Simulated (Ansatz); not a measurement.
The system is Hf.

```
Hf
1.0
     3.19670    0.00000    0.00000
    -1.59835    2.76842    0.00000
     0.00000    0.00000    5.05780
Hf
2
Direct
  0.66667 0.33333 0.75000
  0.33333 0.66667 0.25000
```

A run of Ansatz 0.2.0 on this cell left the log below. Logs are shortened: lines on timing, memory, paths and dates and some standing lists are left out, and cuts for length are marked.

```text
Warning: RAYON_NUM_THREADS=2 ignored (pool sized by the plan → 2); use --threads N
Engine: ansatz 0.2.0, x86_64-unknown-linux-gnu
Pseudopotentials: kind: paw
Pseudopotential: Hf, paw, valence charge 26, recommended cutoff 420 eV (normal), Hf.paw.azcp
Functional definition: PBEsol
  exchange = pbesol_x
  correlation = pbesol_c
Crystal: 2 atoms, lattice volume = 44.761 Å³
Basis set: ecut = 420 eV, 881 PW (Γ), exchange–correlation on 48×48×72 points (8 copies of the dense FFT grid, shifted against one another)
Bands: 32, of which v1, the nominal top of the filled ones, is band 26 counted from 1 (25 counted from 0)
Symmetry: 24 space group operations
Space group: P63/mmc (ITA 194), of the structure as read, at distance tolerance 3.6e-5 Å
k-points: 42 of 500
Non-local potential: Hf, projectors of the file, l = 0: 3, l = 1: 2, l = 2: 2, l = 3: 3
PAW form: soft (Blöchl's): semilocal exchange-correlation on the pseudo side does not see the compensation charge
PAW frozen core: Hf, regenerated for the run's functional, and the local potential with it (the file was generated under x = pbe(κ = 0.804, μ = 0.2195149727645171), c = pbe(β = 0.06672455060314922))
PAW one-centre angular grid: Hf, 590 points (default); XC on 64 Gauss nodes
Initial density: superposition of atomic densities (neutral atoms: chi_scale 0, normalization atom), corrected by the library's trained network
Initial wavefunctions: pseudopotential atomic-orbital guess
Functional: x = pbesol(κ = 0.804, μ = 0.12345679012345678), c = pbesol(β = 0.046)
SCF iter   1: F=—  HF=-31196.037117 eV  |F-HF|=—  |Δ(HF+E_count)|=         —  Δρ=2.94e-3  dr2=1.58e-3  ethr=1.77e-3  ⟨swp⟩=4.8  Hψ=4482  notcnv=0
preconditioner: auto → Kerker (q_TF=auto, 2.797 Å⁻¹)  [metal: Δε(μ)=0.138 eV  Ē_g=17.506 eV  σ=0.050 eV  W_gap=0.45  n_scr=22 (ndim 8)  ℏωp=38.5 eV  f_vac=0.000  D(μ)=1.26/eV (n_scr^D=2)]
SCF iter   2: F=—  HF=-31196.037557 eV  |F-HF|=—  |Δ(HF+E_count)|=   4.41e-4  Δρ=1.71e-3  dr2=5.04e-4  ethr=3.04e-6  ⟨swp⟩=2.1  Hψ=2662  notcnv=0
SCF iter   3: F=—  HF=-31196.037769 eV  |F-HF|=—  |Δ(HF+E_count)|=   2.11e-4  Δρ=5.94e-4  dr2=1.03e-4  ethr=9.70e-7  ⟨swp⟩=2.2  Hψ=2204  notcnv=0
[... 66 lines left out ...]
  E_kinetic    = 852.975734
  E_local      = -9865.809196  (includes V_loc(G=0)·N_el)
  E_nonlocal   = -2476.951271
  E_hartree    = 4660.675848
  E_xc         = -596.948985
  E_vxc        = -533.803396  (∫ρ·V_xc dr)
  E_paw        = -13615.685277  (= ΣΔE_a)
  E_vpaw       = 2835.466650  (= ΣTr[D̂ρ^β])
  E_aug_tail   = -0.000003  (compensation charges beyond the density's cutoff)
  E_ewald      = -10156.803664
  E_core_change = 2.502183  (= ΣΔE_core)
  E_smearing   = -0.008799  (= −TS)
  E_closure    = -0.000000  (closes the sum)
  Σ components = -31196.053429   (vs F -31196.053429, Δ=0.00e0)
--- Forces (eV/Å), atoms counted from 1 ---
  atom   1  Hf     0.00000000     0.00000000    -0.00000000
  atom   2  Hf     0.00000000    -0.00000000     0.00000000
  max |Σ_I F_I| component: 5.55e-17 eV/Å
--- Stress (GPa, compression-positive) ---
        2.043950      -0.000000       0.000000
       -0.000000       2.043950      -0.000000
        0.000000      -0.000000       2.031081
  P = ⅓ Tr σ = 2.0397 GPa (20.397 kbar)
--- Band table (eV; the first three rows and the last of 42) ---
  k-point 0: bands = ["-40.8059", "-40.7141", "-10.0659", "-9.1749", "-9.1749", "-9.0214", "-9.0214", "-9.0197", "9.2259", "9.2651", "9.2680", "9.2680", "9.2695", "9.2695", "9.2736", "9.2828", "9.2828", "9.2914", "9.3142", "9.3142", "9.3622", "9.3664", "13.3837", "17.0561", "21.8219", "22.1092", "22.1092", "22.4204", "22.9934", "22.9934", "23.6627", "23.6627"]
  k-point 1: bands = ["-40.7972", "-40.7229", "-9.9729", "-9.1603", "-9.1603", "-9.1274", "-9.0362", "-9.0362", "9.2273", "9.2525", "9.2525", "9.2640", "9.2703", "9.2710", "9.2710", "9.2911", "9.2911", "9.2935", "9.3208", "9.3208", "9.3626", "9.3660", "13.7718", "16.8811", "21.3137", "21.9359", "21.9359", "22.0944", "22.6939", "22.6939", "24.2552", "24.2552"]
  k-point 2: bands = ["-40.7744", "-40.7460", "-9.7232", "-9.4008", "-9.1222", "-9.1222", "-9.0748", "-9.0748", "9.2340", "9.2474", "9.2474", "9.2474", "9.2547", "9.2547", "9.2814", "9.2907", "9.3119", "9.3119", "9.3230", "9.3230", "9.3637", "9.3650", "14.8127", "16.0851", "20.9324", "21.3859", "21.8811", "21.8811", "22.1780", "22.1780", "25.4249", "25.4249"]
  k-point 41: bands = ["-40.7107", "-40.7071", "-9.8285", "-9.8145", "-9.5912", "-9.4963", "-9.2144", "-9.1853", "9.2542", "9.2626", "9.2660", "9.2713", "9.2746", "9.2778", "9.2880", "9.2908", "9.2915", "9.2927", "9.2946", "9.3010", "9.3402", "9.3405", "18.7137", "18.7491", "19.6319", "19.7759", "20.7041", "20.9560", "23.1277", "24.0366", "26.3234", "26.6950"]
--- Relaxed structure (4 steps of the walk, 3 accepted, 1 SCFs on fresh bases) ---
  F+E_penalty+E_count = -31196.05342891 eV   max|allowed force component| = 4.788e-16 eV/Å   (the final SCF, on the basis selected at the relaxed cell)
  cell:  # Å, volume = 42.3954 Å³
    - [3.1401445994244437, 0.0, 0.0]
    - [-1.5700722997122218, 2.7194449946580783, -1.84973147479009e-18]
    - [0.0, -3.379386196917014e-18, 4.964648794260054]
  atoms:
    - { symbol: Hf, position: [0.6666666666666666, 0.33333333333333326, 0.7500000000000001] }
    - { symbol: Hf, position: [0.33333333333333326, 0.6666666666666665, 0.25] }
```

Write the input and the command behind it.

Relaxation of cell and atoms with PBEsol, no spin polarisation. The files as run (others can give the same):

input.yaml
```yaml
crystal:
  lattice:
    - [3.1967, 0.0, 0.0]
    - [-1.59835, 2.7684234083, 0.0]
    - [0.0, 0.0, 5.0578]
  atoms:
    - { symbol: Hf, position: [0.6666666667, 0.3333333333, 0.75] }
    - { symbol: Hf, position: [0.3333333333, 0.6666666667, 0.25] }
hamiltonian:
  xc: pbesol
  pseudopotentials: { kind: paw }
kpoints:
  mp_grid: { grid: [10, 10, 5] }
scf:
  occupations: { method: fermi_dirac, width: 0.05 }
output:
  forces: true
  stress: true
  eigenvalues: true
  write_density: true
  write_potential: true
  elf: true
  volumetric_format: npy
relax:
  f_tol: 0.01
  max_steps: 40
  cell: { stress_tol: 0.05, p_target: 2.0 }
```

Potentials or basis: Ansatz PAW.
Run with:
```bash
$ ansatz run input.yaml --threads 2 --pin off --max-ram 5632MiB --backend cpu --events-out ev --progress --plain --runs-dir out
```

Caveat: the plane-wave basis is chosen anew once the cell has moved, so the energies of steps on either side of that aren't comparable; the PAW data sets come from PBE, with cores solved anew for the run's functional, which leaves a small shift of forces and pressure.
